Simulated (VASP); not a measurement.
# Mg (P6_3/mmc) in VASP: a series of runs

The runs below take Mg through single point, relaxation of cell and atoms, with PBE.

Everything below comes from runs of VASP 6.6.1. Logs are shortened: lines on timing, memory, paths and dates and some standing lists are left out, and cuts for length are marked.

## 1. The crystal as given

Symmetry: P6_3/mmc, No. 194, hexagonal system. The conventional cell has a = 3.195 Å, b = 3.195 Å, c = 5.190 Å, α = 90.00°, β = 90.00°, γ = 120.00°. Mg (site symmetry -6m2) has 12 Mg at 3.18 to 3.19 Å as nearest neighbours.

## 2. Single point, PBE

Input file INCAR:

```
SYSTEM = Mg
ALGO     = Fast           ! electronic algorithm
EDIFF    = 1E-6           ! SCF threshold, eV
ENCUT    = 520            ! plane-wave cutoff, eV
GGA      = PE             ! functional
ISIF     = 2              ! what is computed and relaxed
ISMEAR   = 1              ! smearing method
LASPH    = .True.         ! aspherical terms in the spheres
LCHARG   = .False.        ! write CHGCAR
LREAL    = .False.        ! projectors in reciprocal space
LWAVE    = .False.        ! write WAVECAR
NBANDS   = 9              ! bands
NELM     = 80             ! most SCF steps
PREC     = Accurate       ! precision mode
SIGMA    = 0.1            ! smearing width, eV
```

Input file KPOINTS:

```
k-points
0
Gamma
  21 21 12
  0 0 0
```

Input file POSCAR:

```
Mg
1.0
    3.1947338099      0.0000000000      0.0000000000
   -1.5973669049      2.7667206377      0.0000000000
    0.0000000000      0.0000000000      5.1900564875
Mg
2
Direct
    0.3333333333      0.6666666667      0.2500000000
    0.6666666667      0.3333333333      0.7500000000
```

Potentials or basis: VASP PAW PBE potentials, release 64 (Mg).

Started as:

```console
$ cat potpaw_PBE.64/Mg/POTCAR > POTCAR
$ mpirun -np 1 vasp_std > vasp.out
```

OUTCAR:

```text
SYSTEM = Mg
   EDIFF = 1E-6
   ENCUT = 520
   GGA = PE
   ISIF = 2
   ISMEAR = 1
   LASPH = .True.
   LREAL = .False.
   NELM = 80
   PREC = Accurate

 ion  position               nearest neighbor table
   1  0.333  0.667  0.250-   2 3.18   2 3.18   2 3.18   2 3.18   2 3.18   2 3.18
   2  0.667  0.333  0.750-   1 3.18   1 3.18   1 3.18   1 3.18   1 3.18   1 3.18

  LATTYP: Found a hexagonal cell.
 ALAT       =     3.1947338099
 C/A-ratio  =     1.6245661756

  Lattice vectors:

 A1 = (   3.1947338099,   0.0000000000,   0.0000000000)
 A2 = (  -1.5973669049,   2.7667206377,   0.0000000000)
 A3 = (   0.0000000000,   0.0000000000,   5.1900564875)

Analysis of symmetry for initial positions (statically):
=====================================================================
 Subroutine PRICEL returns:
 Original cell was already a primitive cell.

 Routine SETGRP: Setting up the symmetry group for a
 hexagonal supercell.

 Subroutine GETGRP returns: Found 24 space group operations
 (whereof 12 operations were pure point group operations)
 out of a pool of 24 trial point group operations.

The static configuration has the point symmetry D_3d.
 The point group associated with its full space group is D_6h.

Analysis of symmetry for dynamics (positions and initial velocities):
=====================================================================
 Subroutine PRICEL returns:
 Original cell was already a primitive cell.

 Routine SETGRP: Setting up the symmetry group for a
 hexagonal supercell.

 Subroutine GETGRP returns: Found 24 space group operations
 (whereof 12 operations were pure point group operations)
 out of a pool of 24 trial point group operations.

The dynamic configuration has the point symmetry D_3d.
 The point group associated with its full space group is D_6h.

 Subroutine INISYM returns: Found 24 space group operations
 (whereof 12 operations are pure point group operations),
 and found     1 'primitive' translations

----------------------------------------------------------------------------------------

                                     Primitive cell

  volume of cell :      45.8746

  direct lattice vectors                    reciprocal lattice vectors
     3.194733810  0.000000000  0.000000000     0.313015124  0.180719366  0.000000000
    -1.597366905  2.766720638  0.000000000     0.000000000  0.361438732  0.000000000
     0.000000000  0.000000000  5.190056487     0.000000000  0.000000000  0.192676130

  length of vectors
     3.194733810  3.194733810  5.190056487     0.361438732  0.361438732  0.192676130

  position of ions in fractional coordinates (direct lattice)
     0.333333333  0.666666667  0.250000000
[... 83 lines left out ...]
   NFREE  =      0    steps in history (QN), initial steepest desc. (CG)
   ISIF   =      2    stress and relaxation
   ISYM   =      2    0-nonsym 1-usesym 2-fastsym
   POTIM  = 0.5000    time-step for ionic-motion
   TEBEG  =    0.0;   TEEND  =   0.0 temperature during run
   PSTRESS=    0.0 pullay stress
   NELECT =       4.0000    total number of electrons
   NUPDOWN=      -1.0000    fix difference up-down
   EMIN   =  10.00;   EMAX   =-10.00  energy-range for DOS
   EFERMI =   0.00;   METHOD = LEGACY
   ISMEAR =     1;   SIGMA  =   0.10  broadening in eV -4-tet -1-fermi 0-gaus
   EFERMI_NEDOS =   21; number of points for ismear=-14 and -15
   IALGO  =     68    algorithm
   IMIX   =      4    mixing-type and parameters
     AMIX     =   0.40;   BMIX     =  1.00
     AMIX_MAG =   1.60;   BMIX_MAG =  1.00
  volume/ion in A,a.u.               =      22.94       154.79
  Fermi-wavevector in a.u.,A,eV,Ry     =   0.725946  1.371838  7.170232  0.526997
  Thomas-Fermi vector in A             =   1.816795
   LORBIT       =      0    0 simple, 1 ext, 2 COOP (PROOUT), +10 PAW based schemes
   GGA     = PE    functional components
   LHFCALC =     F    Hartree Fock is set to
   AEXX    =    0.0000 exact exchange contribution
   IVDW    =     0    specifies the selected vdW correction
   LEPSILON=     F    determine dielectric tensor
   LRPA    =     F    only Hartree local field effects (RPA)
 non-spin polarized calculation
 RMM-DIIS sequential band-by-band and
 Methfessel and Paxton  Order N= 1 SIGMA  =   0.10
  energy-cutoff  :      520.00
  volume of cell :       45.87
 maximum number of plane-waves:      1272
 NGX is ok and might be reduce to    24
   NGX = 11   NGY = 11   NGZ = 19

 number of electron       4.0000000 magnetization

 Free energy of the ion-electron system (eV)
  ---------------------------------------------------
  ext. energy  EPLUGINS =         0.00000000
  ---------------------------------------------------
  free energy    TOTEN  =        -3.01393642 eV

  energy without entropy =       -3.01385392  energy(sigma->0) =       -3.01390892

 E-fermi :   2.6305     XC(G=0):  -8.4938

 val. band max:        2.6204156028   @ k =   0.4286   0.0000   0.2500
 cond. band min:       2.6382897511   @ k =   0.3333   0.2857   0.4167
 fundamental gap:      0.0178741483
 Fermi energy:         2.6305009566

 k-point     1 :       0.0000    0.0000    0.0000
  band No.  band energies     occupation
      1      -4.2974      2.00000
      2       0.9496      2.00000
      3       1.3905      2.00000
      4      13.5886      0.00000
      5      13.5886      0.00000
      6      13.7059      0.00000
      7      13.7059      0.00000
      8      14.4699      0.00000
      9      16.0765      0.00000
[... 265 lines left out ...]
 k-point    24 :       0.1905    0.0952    0.0000
  band No.  band energies     occupation
      1      -3.0536      2.00000
      2       2.0941      2.00000
      3       2.5690      1.85348
      4       6.8728      0.00000
      5       8.5606      0.00000
      6      11.5699      0.00000
      7      12.1265      0.00000
      8      13.4143      0.00000
      9      14.0036      0.00000

 [... further k-points ...]
[... 5 lines left out ...]
  --------------------------------------------------------------------------------------
  -------------------------------------------------------------------------------------
  Total       -0.0350309     -0.0350309     -0.0358452     -0.0000000      0.0000000      0.0000000
  in kB       -1.2234597     -1.2234597     -1.2518985     -0.0000000      0.0000000      0.0000000
  external PRESSURE =      -1.2329393 kB  Pullay stress =       0.0000000 kB

 VOLUME and BASIS-vectors are now :
 -----------------------------------------------------------------------------
  energy-cutoff  :      520.00
  volume of cell :       45.87
      direct lattice vectors                 reciprocal lattice vectors
     3.194733810  0.000000000  0.000000000     0.313015124  0.180719366  0.000000000
    -1.597366905  2.766720638  0.000000000     0.000000000  0.361438732  0.000000000
     0.000000000  0.000000000  5.190056487     0.000000000  0.000000000  0.192676130

 POSITION                                       TOTAL-FORCE (eV/Angst)
 -----------------------------------------------------------------------------------
     -0.00000      1.84448      1.29751         0.000000     -0.000000      0.000000
      1.59737      0.92224      3.89254        -0.000000      0.000000      0.000000
 -----------------------------------------------------------------------------------
    total drift:                               -0.000000      0.000000     -0.000000

  FREE ENERGIE OF THE ION-ELECTRON SYSTEM (eV)
  ---------------------------------------------------
  free  energy   TOTEN  =        -3.0139364171 eV

  energy  without entropy=       -3.0138539248  energy(sigma->0) =       -3.01390892
```

OSZICAR:

```text
N       E                     dE             d eps       ncg     rms          rms(c)
DAV:   1    -0.281776997075E+00   -0.28178E+00   -0.12549E+03  6048   0.310E+02
DAV:   2    -0.298712923887E+01   -0.27054E+01   -0.26263E+01  8138   0.274E+01
DAV:   3    -0.302735028767E+01   -0.40221E-01   -0.39716E-01  7823   0.269E+00
DAV:   4    -0.302748284429E+01   -0.13256E-03   -0.13253E-03  7792   0.153E-01
DAV:   5    -0.302748348425E+01   -0.63996E-06   -0.63963E-06  7533   0.101E-02    0.961E-01
RMM:   6    -0.302139409705E+01    0.60894E-02   -0.51686E-04  6155   0.192E-01    0.615E-01
RMM:   7    -0.301391874043E+01    0.74754E-02   -0.21200E-03  6278   0.360E-01    0.331E-02
RMM:   8    -0.301393686289E+01   -0.18122E-04   -0.83918E-05  6594   0.713E-02    0.777E-03
RMM:   9    -0.301393641706E+01    0.44583E-06   -0.71287E-06  6878   0.174E-02
   1 F= -.30139364E+01 E0= -.30139089E+01  d E =-.824923E-04
```

Run time: 36 s. Hardware: 1 thread of Intel Xeon Platinum 8488C (Sapphire Rapids), shared host; peak memory 0.26 GiB.

What came out:

| Item | Value |
| --- | --- |
| Free energy | -3.0139 eV |
| Pressure | -0.1 GPa |
| Band gap on the k mesh | none (metal or under the smearing width) |

## 3. Relaxation of cell and atoms, PBE

This run uses another cell than the first one, of 23.24 Å³/atom, 1.013 times its volume.

Input file INCAR:

```
SYSTEM = Mg
  PREC = Accurate
  ENCUT = 600
  EDIFF = 1E-7
  ISMEAR = 1
  SIGMA = 0.1
  LREAL = .FALSE.
  LASPH = .TRUE.
  NELM = 80
  ALGO = Fast
  ISIF = 3
  LWAVE = .FALSE.
  LCHARG = .FALSE.
  GGA = PE
  IBRION = 2
  NSW = 80
  EDIFFG = -0.002
```

Input file KPOINTS:

```
Automatic mesh
0
G
  21 21 12
  0 0 0
```

Input file POSCAR:

```
Mg
1.0
    3.2093000000      0.0000000000      0.0000000000
   -1.6046500000      2.7793353284      0.0000000000
    0.0000000000      0.0000000000      5.2103000000
Mg
2
Direct
    0.3333333333      0.6666666667      0.2500000000
    0.6666666667      0.3333333333      0.7500000000
```

Potentials or basis: VASP PAW PBE potentials, release 64 (Mg).

Started as:

```console
$ cat potpaw_PBE.64/Mg/POTCAR > POTCAR
$ mpirun -np 1 vasp_std > vasp.out
```

Run time: 90 s. Hardware: 1 thread of Intel Xeon Platinum 8488C (Sapphire Rapids), shared host; peak memory 0.29 GiB.

It converged, with:

| Item | Value |
| --- | --- |
| Free energy | -3.0141 eV |
| Relaxed volume | 22.86 Å³/atom |
| Relaxed cell | a = 3.191 Å, b = 3.191 Å, c = 5.183 Å, α = 90.00°, β = 90.00°, γ = 120.00° |
| Space group after relaxing (to 0.05 Å) | P6_3/mmc (No. 194) |
| Energy gained by relaxing | 0.7 meV/atom |
| Ionic steps | 3 |
| Pressure after relaxing | 0.0 GPa |
| Band gap on the k mesh | none (metal or under the smearing width) |

The path:
```
step  energy change (eV)  largest force (eV/Å)  pressure (GPa)  volume (Å³)
   1              0.0000                0.0000           -0.58        46.47
   2             -0.0013                0.0000           -0.15        45.91
   3             -0.0014                0.0000            0.00        45.72
```

Final structure:
```cif
data_structure
_symmetry_space_group_name_H-M 'P 1'
_symmetry_Int_Tables_number 1
_cell_length_a 3.1915
_cell_length_b 3.1915
_cell_length_c 5.1835
_cell_angle_alpha 90.000
_cell_angle_beta 90.000
_cell_angle_gamma 120.000
_cell_volume 45.72
loop_
_atom_site_label
_atom_site_type_symbol
_atom_site_fract_x
_atom_site_fract_y
_atom_site_fract_z
_atom_site_occupancy
Mg1 Mg 0.33333 0.66667 0.25000 1
Mg2 Mg 0.66667 0.33333 0.75000 1
```

Levels at points of the mesh, in eV from the Fermi level:
```tsv
k point	band 1	band 2	band 3	band 4	band 5	band 6
(0.00, 0.00, 0.00)	-6.94	-1.69	-1.24	10.97	10.97	11.10
(0.00, 0.00, 0.50)	-5.55	-5.55	5.05	5.05	11.72	11.72
```
